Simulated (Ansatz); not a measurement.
# Dielectric response of CaS (110) films

Aim: the electronic and static ε of rocksalt CaS (110) from films of three thicknesses in a field.

Method: plane-wave DFT, LDA, Ansatz PAW, in Ansatz 0.2.0.

### 1. The structure

The cell holds 10 atoms: 5 Ca and 5 S. Its edges and angles: a = 4.023 Å, b = 5.690 Å, c = 26.047 Å, α = 90.0°, β = 90.0°, γ = 90.0°. It derives from CaS (rocksalt CaS). Vacuum lies along c.

### 2. Relaxation, 10 atoms, units 5

The structure is relaxed first, because levels and dipoles at a surface follow the positions of the outer atoms.

input.yaml reads:

```yaml
crystal:
  lattice:
    - [4.02343758, 0.0, 0.0]
    - [0.0, 5.69, 0.0]
    - [0.0, 0.0, 26.0468751699]
  atoms:
    - { symbol: Ca, position: [0.5, 0.5, 0.3455308916] }
    - { symbol: S, position: [0.5, 0.0, 0.3455308916] }
    - { symbol: Ca, position: [0.0, 0.0, 0.4227654458] }
    - { symbol: S, position: [0.0, 0.5, 0.4227654458] }
    - { symbol: Ca, position: [0.5, 0.5, 0.5] }
    - { symbol: S, position: [0.5, 0.0, 0.5] }
    - { symbol: Ca, position: [0.0, 0.0, 0.5772345542] }
    - { symbol: S, position: [0.0, 0.5, 0.5772345542] }
    - { symbol: Ca, position: [0.5, 0.5, 0.6544691084] }
    - { symbol: S, position: [0.5, 0.0, 0.6544691084] }
kpoints:
  mp_grid: { grid: [8, 6, 1] }
hamiltonian:
  xc: lda
scf:
  occupations: { method: fixed }
  convergence: { dr2_threshold: 1.0e-09 }
efield:
  axis: 3
  dipole_correction: true
  ramp_position: 0.97
  ramp_width: 0.06
relax:
  f_tol: 0.003
  max_steps: 100
output:
  write_potential: true
  write_density: true
  volumetric_format: npy
```

Launch:

```console
$ ansatz run input.yaml --threads 4 --pin off --max-ram 8192MiB --backend cpu --events-out ev --progress --plain --runs-dir out
```

Numbers of over 12 decimals in the logs are rounded to 6 here.

Log:

```text
Engine: ansatz 0.2.0, aarch64-unknown-linux-gnu
Pseudopotentials: kind: paw
Pseudopotential: Ca, paw, valence charge 10, recommended cutoff 420 eV (normal), Ca.paw.azcp
Pseudopotential: S, paw, valence charge 6, recommended cutoff 420 eV (normal), S.paw.azcp
Functional definition: SPW92
  exchange = slater_x
  correlation = pw_c
Crystal: 10 atoms, lattice volume = 596.300 Å³
Basis set: ecut = 420 eV, 11725 PW (Γ)
Bands: 50, of which v1, the nominal top of the filled ones, is band 40 counted from 1 (39 counted from 0)
Symmetry: 4 space group operations
k-points: 20 of 48
Non-local potential: Ca, projectors of the file, l = 0: 3, l = 1: 2, l = 2: 2
Non-local potential: S, projectors of the file, l = 0: 2, l = 1: 2, l = 2: 2
PAW form: soft (Blöchl's): semilocal exchange-correlation on the pseudo side does not see the compensation charge
PAW frozen core: Ca, regenerated for the run's functional, and the local potential with it (the file was generated under x = pbe(κ = 0.804, μ = 0.219515), c = pbe(β = 0.066725))
PAW frozen core: S, regenerated for the run's functional, and the local potential with it (the file was generated under x = pbe(κ = 0.804, μ = 0.219515), c = pbe(β = 0.066725))
PAW one-centre angular grid: Ca, 110 points (default); XC on 64 Gauss nodes
PAW one-centre angular grid: S, 110 points (default); XC on 64 Gauss nodes
Initial density: superposition of atomic densities (neutral atoms: chi_scale 0, normalization atom), corrected by the library's trained network
Initial wavefunctions: pseudopotential atomic-orbital guess
Functional: x = slater, c = lda
SCF iter   1: F=—  HF=-13229.841616 eV  |F-HF|=—  |Δ(HF+E_count)|=         —  Δρ=3.46e-3  dr2=9.75e-2  ethr=1.77e-3  p=0.000 e·Å  D=8.59e-15 V/Å  ΔV_dip=-0.00 eV  dr2_dipole=4.45e-9  V_vac-E_F(+/−)=4.04/4.04 eV  ⟨swp⟩=7.8  Hψ=4665  notcnv=0  defer=161
efield: sawtooth ramp at fractional position 0.9700 (set: `efield.ramp_position`, or a place that a band, a saddle search or an elastic batch's reference lends), width 0.0600; the density the first Hamiltonian is built on has a dipole p = 0.000 e·Å; the dipole correction subtracts the counter field D = 8.59e-15 V/Å, which shifts the + side's vacuum level by -0.00 eV against the − side's; the planar-averaged density in the ramp window peaks in size at 5.2e-6 e/Å³
preconditioner: auto → Resta (q_TF=auto, 1.952 Å⁻¹)  ε∞=2.6  [insulator: Δε(μ)=1.565 eV  Ē_g=7.676 eV  n_scr=72 (ndim 8)  ℏωp=9.6 eV  f_vac=0.559  ε∞_Penn≈2.6  vacuum switching on, ρ_ref=4.3e-3 e/Å³]
SCF iter   2: F=—  HF=-13229.821967 eV  |F-HF|=—  |Δ(HF+E_count)|=   1.96e-2  Δρ=1.78e-3  dr2=1.34e-2  ethr=1.22e-4  p=-0.000 e·Å  D=-9.67e-6 V/Å  ΔV_dip=0.00 eV  dr2_dipole=5.35e-9  V_vac-E_F(+/−)=4.05/4.05 eV  ⟨swp⟩=3.4  Hψ=1596  notcnv=0  defer=157
density mixer auto → msr1: gapped (density of states about μ 0.06 of a free-electron gas's, 72 screened modes)
SCF iter   3: F=—  HF=-13229.820004 eV  |F-HF|=—  |Δ(HF+E_count)|=   1.96e-3  Δρ=5.65e-4  dr2=2.15e-3  ethr=1.68e-5  p=0.000 e·Å  D=8.71e-6 V/Å  ΔV_dip=-0.00 eV  dr2_dipole=5.32e-9  V_vac-E_F(+/−)=4.07/4.07 eV  ⟨swp⟩=2.9  Hψ=1397  notcnv=0  defer=160
SCF iter   4: F=—  HF=-13229.819794 eV  |F-HF|=—  |Δ(HF+E_count)|=   2.10e-4  Δρ=1.09e-4  dr2=1.29e-4  ethr=2.69e-6  p=-0.000 e·Å  D=-4.63e-6 V/Å  ΔV_dip=0.00 eV  dr2_dipole=1.41e-9  V_vac-E_F(+/−)=4.07/4.07 eV  ⟨swp⟩=2.8  Hψ=1270  notcnv=0  defer=160
SCF iter   5: F=—  HF=-13229.819789 eV  |F-HF|=—  |Δ(HF+E_count)|=   4.87e-6  Δρ=3.30e-5  dr2=6.90e-6  ethr=1.61e-7  p=0.000 e·Å  D=1.87e-6 V/Å  ΔV_dip=-0.00 eV  dr2_dipole=2.36e-10  V_vac-E_F(+/−)=4.08/4.08 eV  ⟨swp⟩=2.0  Hψ=1258  notcnv=0  defer=158
SCF iter   6: F=—  HF=-13229.819845 eV  |F-HF|=—  |Δ(HF+E_count)|=   5.61e-5  Δρ=8.31e-6  dr2=8.18e-7  ethr=8.63e-9  p=-0.000 e·Å  D=-1.91e-6 V/Å  ΔV_dip=0.00 eV  dr2_dipole=2.29e-10  V_vac-E_F(+/−)=4.08/4.08 eV  ⟨swp⟩=2.1  Hψ=1416  notcnv=0  defer=148
SCF iter   7: F=—  HF=-13229.819846 eV  |F-HF|=—  |Δ(HF+E_count)|=   5.05e-7  Δρ=4.54e-6  dr2=2.23e-7  ethr=1.02e-9  p=0.000 e·Å  D=3.13e-6 V/Å  ΔV_dip=-0.00 eV  dr2_dipole=6.43e-10  V_vac-E_F(+/−)=4.08/4.08 eV  ⟨swp⟩=2.0  Hψ=1260  notcnv=0  defer=148
SCF iter   8: F=—  HF=-13229.819846 eV  |F-HF|=—  |Δ(HF+E_count)|=   3.08e-8  Δρ=7.87e-7  dr2=4.47e-9  ethr=2.78e-10  p=-0.000 e·Å  D=-1.10e-6 V/Å  ΔV_dip=0.00 eV  dr2_dipole=7.41e-11  V_vac-E_F(+/−)=4.08/4.08 eV  ⟨swp⟩=2.0  Hψ=1260  notcnv=0  defer=148
SCF iter   9: F=-13229.819846 eV  HF=-13229.819846 eV  |F-HF|=6.22e-10  |Δ(HF+E_count)|=   1.92e-9  Δρ=3.10e-7  dr2=9.26e-10  ethr=1.25e-12  p=0.000 e·Å  D=1.30e-6 V/Å  ΔV_dip=-0.00 eV  dr2_dipole=1.16e-10  V_vac-E_F(+/−)=4.08/4.08 eV  ⟨swp⟩=8.4  Hψ=6098  notcnv=0
SCF 1 converged in 9 iterations: F = -13229.819846 eV  dr2 = 9.26e-10
  greatest PAW one-centre occupation: 0.996 electrons in one spin orbital (limit 2), on the Ca atom at site 2 (counted from 0), in its partial waves of l = 0
relax step   1: F+E_penalty+E_count = -13229.81984573 eV  Δ(F+E_penalty+E_count) = +0.000e0 eV  max|allowed force component| = 1.140e0 eV/Å  Δτ_max = 0.0000 Å  (9 SCF iters, accepted)
Initial density: handed on by an earlier stage of this run
Initial wavefunctions: those handed on with the density
iter 1 solved again at ethr=1.56e-4 eV; its pass at ethr=3.10e-3 eV (dr2=1.25e-1 eV) is discarded
SCF iter   1: F=—  HF=-13230.126779 eV  |F-HF|=—  |Δ(HF+E_count)|=         —  Δρ=3.65e-3  dr2=1.30e-1  ethr=1.56e-4  p=0.000 e·Å  D=1.30e-6 V/Å  ΔV_dip=-0.00 eV  dr2_dipole=4.12e-10  V_vac-E_F(+/−)=4.22/4.22 eV  ⟨swp⟩=2.1  Hψ=4168  notcnv=0  defer=153
efield: sawtooth ramp at fractional position 0.9700 (set: `efield.ramp_position`, or a place that a band, a saddle search or an elastic batch's reference lends), width 0.0600; the density the first Hamiltonian is built on has a dipole p = 0.000 e·Å; the dipole correction subtracts the counter field D = 1.30e-6 V/Å, which shifts the + side's vacuum level by -0.00 eV against the − side's; the planar-averaged density in the ramp window peaks in size at 8.3e-8 e/Å³
preconditioner: auto → Resta (q_TF=auto, 1.952 Å⁻¹)  ε∞=2.5  [insulator: Δε(μ)=1.863 eV  Ē_g=7.725 eV  n_scr=72 (ndim 8)  ℏωp=9.6 eV  f_vac=0.572  ε∞_Penn≈2.5  vacuum switching on, ρ_ref=4.3e-3 e/Å³]
SCF iter   2: F=—  HF=-13230.112554 eV  |F-HF|=—  |Δ(HF+E_count)|=   1.42e-2  Δρ=1.67e-3  dr2=1.64e-2  ethr=1.56e-4  p=-0.000 e·Å  D=-1.89e-6 V/Å  ΔV_dip=0.00 eV  dr2_dipole=1.66e-11  V_vac-E_F(+/−)=4.30/4.30 eV  ⟨swp⟩=3.4  Hψ=1316  notcnv=0  defer=160  κ⁻¹=1.0e0(r=1)
[...]
SCF 3 converged in 10 iterations: F = -13230.192673 eV  dr2 = 4.87e-10
relax step   3: F+E_penalty+E_count = -13230.19267329 eV  Δ(F+E_penalty+E_count) = -5.277e-2 eV  max|allowed force component| = 7.614e-2 eV/Å  Δτ_max = 0.1683 Å  (10 SCF iters, accepted)
[...]
relax step   4: F+E_penalty+E_count = -13230.20003309 eV  Δ(F+E_penalty+E_count) = -7.360e-3 eV  max|allowed force component| = 6.195e-3 eV/Å  Δτ_max = 0.0421 Å  (9 SCF iters, accepted)
SCF iter   1: F=—  HF=-13230.200030 eV  |F-HF|=—  |Δ(HF+E_count)|=         —  Δρ=6.51e-5  dr2=1.15e-4  ethr=1.02e-6  p=-0.000 e·Å  D=-1.19e-7 V/Å  ΔV_dip=0.00 eV  dr2_dipole=8.83e-13  V_vac-E_F(+/−)=4.58/4.58 eV  ⟨swp⟩=3.1  Hψ=1798  notcnv=0  defer=160
efield: sawtooth ramp at fractional position 0.9700 (set: `efield.ramp_position`, or a place that a band, a saddle search or an elastic batch's reference lends), width 0.0600; the density the first Hamiltonian is built on has a dipole p = -0.000 e·Å; the dipole correction subtracts the counter field D = -1.19e-7 V/Å, which shifts the + side's vacuum level by +0.00 eV against the − side's; the planar-averaged density in the ramp window peaks in size at 9.5e-9 e/Å³
preconditioner: auto → Resta (q_TF=auto, 1.952 Å⁻¹)  ε∞=2.6  [insulator: Δε(μ)=1.844 eV  Ē_g=7.646 eV  n_scr=72 (ndim 8)  ℏωp=9.6 eV  f_vac=0.576  ε∞_Penn≈2.6  vacuum switching on, ρ_ref=4.2e-3 e/Å³]
SCF iter   2: F=—  HF=-13230.200012 eV  |F-HF|=—  |Δ(HF+E_count)|=   1.75e-5  Δρ=2.79e-5  dr2=5.25e-6  ethr=1.44e-7  p=0.000 e·Å  D=2.24e-8 V/Å  ΔV_dip=-0.00 eV  dr2_dipole=3.29e-15  V_vac-E_F(+/−)=4.58/4.58 eV  ⟨swp⟩=2.0  Hψ=1449  notcnv=0  defer=160  κ⁻¹=1.0e0(r=1)
density mixer auto → broyden: gapped, where msr1 would fit the directions that read negative (density of states about μ 0.05 of a free-electron gas's, 72 screened modes)
SCF iter   3: F=—  HF=-13230.200063 eV  |F-HF|=—  |Δ(HF+E_count)|=   5.03e-5  Δρ=1.47e-5  dr2=1.33e-6  ethr=6.56e-9  p=0.000 e·Å  D=1.21e-8 V/Å  ΔV_dip=-0.00 eV  dr2_dipole=1.72e-14  V_vac-E_F(+/−)=4.58/4.58 eV  ⟨swp⟩=2.1  Hψ=1447  notcnv=0  defer=88  κ⁻¹=1.0e-2(r=2)
SCF iter   4: F=—  HF=-13230.200063 eV  |F-HF|=—  |Δ(HF+E_count)|=   2.21e-7  Δρ=3.00e-6  dr2=1.40e-7  ethr=1.66e-9  p=-0.000 e·Å  D=-2.44e-8 V/Å  ΔV_dip=0.00 eV  dr2_dipole=1.89e-15  V_vac-E_F(+/−)=4.58/4.58 eV  ⟨swp⟩=2.1  Hψ=1265  notcnv=0  defer=89  κ⁻¹=8.6e-4(r=3)
SCF iter   5: F=—  HF=-13230.200063 eV  |F-HF|=—  |Δ(HF+E_count)|=   4.00e-8  Δρ=1.06e-6  dr2=1.29e-8  ethr=1.75e-10  p=-0.000 e·Å  D=-1.80e-8 V/Å  ΔV_dip=0.00 eV  dr2_dipole=3.78e-17  V_vac-E_F(+/−)=4.58/4.58 eV  ⟨swp⟩=2.0  Hψ=1316  notcnv=0  defer=89  κ⁻¹=7.3e-5(r=4)
SCF iter   6: F=—  HF=-13230.200063 eV  |F-HF|=—  |Δ(HF+E_count)|=   5.86e-9  Δρ=3.49e-7  dr2=1.27e-9  ethr=1.61e-11  p=-0.000 e·Å  D=-1.54e-8 V/Å  ΔV_dip=0.00 eV  dr2_dipole=1.33e-15  V_vac-E_F(+/−)=4.58/4.58 eV  ⟨swp⟩=2.0  Hψ=1574  notcnv=0  defer=89  κ⁻¹=8.3e-6(r=5)
SCF iter   7: F=-13230.200063 eV  HF=-13230.200063 eV  |F-HF|=9.09e-11  |Δ(HF+E_count)|=  6.53e-10  Δρ=1.25e-7  dr2=1.38e-10  ethr=1.25e-12  p=-0.000 e·Å  D=-6.36e-9 V/Å  ΔV_dip=0.00 eV  dr2_dipole=9.80e-16  V_vac-E_F(+/−)=4.58/4.58 eV  ⟨swp⟩=7.3  Hψ=5358  notcnv=0
SCF 5 converged in 7 iterations: F = -13230.200063 eV  dr2 = 1.38e-10
relax step   5: F+E_penalty+E_count = -13230.20006303 eV  Δ(F+E_penalty+E_count) = -2.994e-5 eV  max|allowed force component| = 2.751e-4 eV/Å  Δτ_max = 0.0026 Å  (7 SCF iters, accepted)
NSCF: frozen V_eff on 20 k-points
the search or the solves at the SCF's close may have found levels that the self-consistency loop had missed (the run counts none). By its estimate they hold under 1e-12 electrons; where the run keeps them, the occupations were computed again with them
the band table was solved once a step of the walk had ended and its energy, with any forces and stress, was formed, with the checks that follow a solve (6727 applications of the Hamiltonian). They found nothing against the state; the energy, forces and stress were not computed again (output.eigenvalues in the input reference)
WARN: The output density's exchange-correlation potential varies sharply where the density is thin. Do not read a vacuum level from v_tot or v_xc, or from such a field of the output density. On a cell that repeats whose density bears no net charge and no dipole along the vacuum's axis use v_es (v_loc + v_h of the components); under efield.dipole_correction with no amplitude use v_es + v_field, which holds any externa [...]
SCF converged after 7 iterations
Stability not checked: this state was not tested for a lower state beside it, because the mixer in use, unlike msr1, does not test its closes by its own steps (another_mixer; see scf.mixing.algorithm and scf.lower_state_search)
Free energy (F): -13230.200063 eV
Harris-Foulkes:  -13230.200063 eV  (|F-HF|=9.09e-11)
Internal energy: -13230.200063 eV  (E = F + TS)
E sigma→0 (E₀):  -13230.200063 eV
Fermi energy:    -0.377341 eV
Dipole field:    D = -0.000000 V/Å  (p = -0.000000 e·Å, saw-weighted, corrected)
Work function:   Φ+ = 4.5772 eV   Φ− = 4.5772 eV
Levels:          The Fermi level and band energies are counted from a zero that moves with the ramp; work functions are not
--- Per-component energies (eV) ---
  E_band       = -1210.023696
  E_kinetic    = 1929.782030
  E_local      = -48605.838206  (includes V_loc(G=0)·N_el)
  E_nonlocal   = 480.931921
  E_hartree    = 23319.032753
  E_xc         = -1162.796681
  E_vxc        = -1295.800655  (∫ρ·V_xc dr)
  E_paw        = -6925.376661  (= ΣΔE_a)
  E_vpaw       = -357.164248  (= ΣTr[D̂ρ^β])
  E_aug_tail   = -0.000017  (compensation charges beyond the density's cutoff)
  E_efield     = 0.000000  (sawtooth field / dipole correction)
  E_vefield    = -0.000000  (∫n·V_field dr)
  E_ewald      = 17731.882981
  E_core_change = 2.181817  (= ΣΔE_core)
  E_smearing   = -0.000000  (= −TS)
  E_closure    = 0.000000  (closes the sum)
  Σ components = -13230.200063   (vs F -13230.200063, Δ=0.00e0)
--- Forces (eV/Å), atoms counted from 1 ---
  atom   1  Ca    -0.00000000    -0.00000000     0.00027506
  atom   2  S     -0.00000000     0.00000000     0.00024581
  atom   3  Ca     0.00000000     0.00000000    -0.00015325
  atom   4  S      0.00000000     0.00000000    -0.00010325
  atom   5  Ca     0.00000000    -0.00000000    -0.00000062
  atom   6  S     -0.00000000    -0.00000000     0.00000033
  atom   7  Ca    -0.00000000    -0.00000000     0.00015331
  atom   8  S     -0.00000000    -0.00000000     0.00010304
  atom   9  Ca     0.00000000     0.00000000    -0.00027418
  atom  10  S      0.00000000    -0.00000000    -0.00024621
  max |Σ_I F_I| component: 4.52e-8 eV/Å
--- Band table (eV; the first three rows and the last of 20) ---
  k-point 0: bands = [... 36 lower, -0.9699, -0.7319, -0.5579, -0.3773, 1.4688, 1.9417, 2.2647, 2.7946, ... 6 higher]
  k-point 1: bands = [... 36 lower, -1.2653, -0.7500, -0.5958, -0.4344, 1.5043, 2.0681, 2.2904, 2.7948, ... 6 higher]
  k-point 2: bands = [... 36 lower, -1.3466, -0.7920, -0.6668, -0.5362, 1.5667, 2.2278, 2.3494, 2.7994, ... 6 higher]
  k-point 19: bands = [... 36 lower, -1.6923, -1.6299, -1.2013, -1.0540, 2.4840, 2.5079, 3.5062, 3.6253, ... 6 higher]
--- Relaxed structure (5 steps of the walk, 5 accepted, 0 SCFs on fresh bases) ---
  F+E_penalty+E_count = -13230.20006303 eV   max|allowed force component| = 2.751e-4 eV/Å
  atoms:
    - { symbol: Ca, position: [0.5, 0.500000, 0.357109] }
    - { symbol: S, position: [0.5, 0, 0.351594] }
    - { symbol: Ca, position: [0, 0, 0.422547] }
    - { symbol: S, position: [-7.788809984268426e-19, 0.500000, 0.424933] }
    - { symbol: Ca, position: [0.5, 0.500000, 0.500000] }
    - { symbol: S, position: [0.5, 0, 0.500000] }
    - { symbol: Ca, position: [0, 0, 0.577453] }
    - { symbol: S, position: [7.788804075531351e-19, 0.500000, 0.575067] }
    - { symbol: Ca, position: [0.5, 0.500000, 0.642891] }
    - { symbol: S, position: [0.5, 0, 0.648406] }
```

It took 70 s on 4 threads of Arm Neoverse V1, shared host; peak memory 1.1 GiB.

The steps of the relaxation:

```tsv
step	energy less that of the first step (eV)	largest force component (eV/Å)
1	0.0000	1.1397
2	-0.3201	0.3102
3	-0.3728	0.0761
4	-0.3802	0.0062
5	-0.3802	0.0003
```

The run keeps the 4 symmetry operations that it works with, so distortions that break them were not tested.

The atoms that moved most (Å):

```tsv
atom	dx	dy	dz	length
Ca9	0.000	0.000	-0.302	0.302
Ca1	0.000	0.000	0.302	0.302
S2	0.000	0.000	0.158	0.158
S10	0.000	0.000	-0.158	0.158
S4	0.000	0.000	0.056	0.056
S8	0.000	0.000	-0.056	0.056
Ca3	0.000	0.000	-0.006	0.006
Ca7	0.000	0.000	0.006	0.006
```

This step gave:

| Quantity | Value |
| --- | --- |
| gap on the k-mesh | 1.846 eV |
| dipole along the normal | -1.01e-7 e·Å |
| ionisation energy, upper face | 4.577 eV |
| electron affinity, upper face | 2.731 eV |

Running mean over 2.012 Å of the planar mean; the ramp of the sawtooth is left out. Electron's electrostatic potential energy less the highest filled level against z:

z (Å), electron's electrostatic potential energy less the highest filled level (eV) and a bar from the least value:
```
      3.5       4.58 ##############################
      4.0       4.58 ##############################
      4.5       4.58 ##############################
      5.0       4.58 ##############################
      5.5       4.57 ##############################
      6.0       4.56 ##############################
      6.5       4.51 ##############################
      7.0       4.34 #############################
      7.5       3.72 ###########################
      8.0       1.84 #####################
      8.5      -0.80 ###########
      9.0      -2.60 #####
      9.5      -3.46 ##
     10.0      -4.11 
     10.5      -3.96 #
     11.0      -3.37 ###
     11.5      -3.21 ###
     12.0      -3.19 ###
     12.5      -3.15 ###
     13.0      -3.09 ####
     13.5      -3.14 ###
     14.0      -3.18 ###
     14.5      -3.20 ###
     15.0      -3.34 ###
     15.5      -3.91 #
     16.0      -4.13 
     16.5      -3.54 ##
     17.0      -2.69 #####
     17.5      -1.04 ###########
     18.0       1.60 ####################
     18.5       3.60 ###########################
     19.0       4.31 #############################
     19.5       4.50 ##############################
     20.0       4.56 ##############################
     20.5       4.57 ##############################
     21.0       4.58 ##############################
     21.5       4.58 ##############################
     22.0       4.58 ##############################
     22.5       4.58 ##############################
     23.0       4.58 ##############################
```

The relaxation took 5 steps and lowered the energy by 0.38 eV; the largest force on the free atoms ends at 2.8e-4 eV/Å.

The gap is 1.85 eV, with the valence edge 4.58 eV and the conduction edge 2.73 eV under the upper vacuum level.

(Part 1 of 4 ends here.)

[Logs are printed without paths, hosts, clocks, repeated set-up lines and the standing remarks that a program may print on its own settings, such as how far it seeks lower states.]

[Hosts, paths, dates, database ids (printed as entryN), source tags and the programs' standing remarks are cut or masked in the printed files.]

[Maps of the electrostatic potential energy from Ansatz leave out the sawtooth potential of an applied field or a dipole correction, so their vacuum need not be flat; planar profiles and work functions include it.]
